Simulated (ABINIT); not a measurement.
Runs of ABINIT 10.8.3 (patched build) on Sb. The structure is trigonal, space group R-3m (No. 166). The conventional cell has a = 4.308 Å, b = 4.308 Å, c = 11.274 Å, α = 90.00°, β = 90.00°, γ = 120.00°. Around Sb (site symmetry 3m) lie 3 Sb at 2.91 Å. 

| task | level | potentials or basis | k mesh | cutoff (eV) | fine-grid cutoff | gap on the mesh (eV) | pressure (GPa) | largest force (eV/Å) |
| --- | --- | --- | --- | --- | --- | --- | --- | --- |
| single point | LDA | JTH PAW LDA v2.0 | 10 × 10 × 10 | 408 | 816.342 eV | none | - | 0.05 |
| band structure | revPBE | JTH PAW PBE v2.0 | 8 × 8 × 8 | 435 | 870.764 eV | none | 3.6 | 0.20 |
| single point | r2SCAN | JTH PAW PBE v2.0 | 5 × 5 × 5 | 517 | 1034.03 eV | 0.38 | 1.5 | 0.12 |
| band structure | LDA | JTH PAW LDA v2.0 sp | 8 × 8 × 8 | 544 | 1088.46 eV | none | -1.0 | 0.06 |
| band structure | BP86 | JTH PAW PBE v2.0 | 8 × 8 × 8 | 435 | 870.764 eV | none | 3.3 | 0.13 |
| band structure | rPW86PBE | JTH PAW PBE v2.0 | 8 × 8 × 8 | 435 | 870.764 eV | none | 6.3 | (a) |
| single point | PBEsol | JTH PAW PBE v2.0 | 5 × 5 × 5 | 435 | 870.764 eV | 0.38 | -0.1 | 0.01 |
| single point | LDA | JTH PAW LDA v2.0 | 6 × 6 × 6 | 408 | 816.342 eV | none | - | 0.07 |
| band structure | LDA | JTH PAW LDA v2.0 | 8 × 8 × 8 | 408 | 816.342 eV | none | - | 0.01 |
| single point | PBEsol | JTH PAW PBE v2.0 | 6 × 6 × 6 | 435 | 870.764 eV | none | 0.0 | (b) |
| single point | r2SCAN | JTH PAW PBE v2.0 | 6 × 6 × 6 | 517 | 1034.03 eV | none | 1.6 | 0.08 |

Alike in all rows: no spin polarisation; cell as given; smearing fermi-dirac 0.05 eV.

Q: Estimate the missing entries.

A: (a) 0.17; (b) 0.03.

Caveats: the PAW data sets were made with another functional, which shifts forces and pressure a little (some runs); spin-orbit coupling is left out, which moves the levels of the heavy elements (some runs); an odd mesh through Γ misses points on the zone boundary, where band edges often lie (some runs); this set keeps more shells in the core, which shifts pressures and gaps (some runs).

A k mesh can miss the band edges, and the runs leave out spin-orbit coupling on Sb.

A gap of «none» marks a metal or a gap under the smearing width.

The runs don't all hold the same shells in valence.

Runs at the PBE level aren't shown here.
